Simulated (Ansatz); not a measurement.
# TaN: the cost of one run

Method: DFT LDA+U (U_eff = 1 eV on Ta d), plane waves, PAW, no spin–orbit coupling unless a run says so, in Ansatz 0.2.0.

## 1. The starting structure

The structure is hexagonal, space group P6_3/mmc (No. 194). Conventional cell: a = 3.048 Å, b = 3.048 Å, c = 4.918 Å, α = 90.00°, β = 90.00°, γ = 120.00°. Ta (site symmetry -3m) is surrounded by 6 N at 2.15 Å and 2 Ta at 2.46 Å. Around N (site symmetry -6m2) lie 6 Ta at 2.15 Å.

As a file:

```cif
data_structure
_symmetry_space_group_name_H-M 'P 1'
_symmetry_Int_Tables_number 1
_cell_length_a 3.0480
_cell_length_b 3.0480
_cell_length_c 4.9180
_cell_angle_alpha 90.000
_cell_angle_beta 90.000
_cell_angle_gamma 120.000
_cell_volume 39.57
loop_
_atom_site_label
_atom_site_type_symbol
_atom_site_fract_x
_atom_site_fract_y
_atom_site_fract_z
_atom_site_occupancy
Ta1 Ta 0.00000 0.00000 0.00000 1
Ta2 Ta 0.00000 0.00000 0.50000 1
N1 N 0.33333 0.66667 0.25000 1
N2 N 0.66667 0.33333 0.75000 1
```

An earlier series on this cell reached its lowest free state from «ferrimagnetic site moments held at first, then free», perhaps among other starts (it ended without moments).

## 2. Total moment held at first, then free, 2.00 μB per cell

input.yaml

```yaml
crystal:
  lattice:
    - [3.04800184, 0.0, 0.0]
    - [-1.52400092, 2.63964703, 0.0]
    - [0.0, 0.0, 4.91799978]
  atoms:
    - { symbol: Ta, position: [0.0, 0.0, 0.0], spin: 1.0 }
    - { symbol: Ta, position: [0.0, 0.0, 0.5], spin: 1.0 }
    - { symbol: "N", position: [0.3333333333, 0.6666666667, 0.25] }
    - { symbol: "N", position: [0.6666666667, 0.3333333333, 0.75] }
basis:
  ecutwfc: 420
  ecutrho_ratio: 4
kpoints:
  mp_grid: { grid: [7, 7, 4] }
hamiltonian:
  xc: lda
  hubbard:
    sites: [{ site: 0, l: d, u_eff: 1.0 }, { site: 1, l: d, u_eff: 1.0 }]
scf:
  occupations: { method: gaussian, width: 0.05 }
  lower_state_search: "off"
  max_iter: 150
output:
  forces: true
  stress: true
  eigenvalues: true
  populations: true
  hubbard: { sites: [{ site: 0, l: d }, { site: 1, l: d }] }
magnetization:
  spin_polarized: true
  initial_magnetization: 2.0
  spin_locking: { lock_magnetization: soft, n_iters: 12 }
```

The lock is temporary (n_iters 12) and is released on the way.

The run is started by

```
$ ansatz run input.yaml --threads 2 --pin off --max-ram 3072MiB --backend cpu --events-out ev --progress --plain --runs-dir out
```

Q: Estimate wall time and peak memory on 2 threads of Intel Xeon Platinum 8488C (Sapphire Rapids), shared host.

About 4.9 s, with a peak of 0.4 GiB.
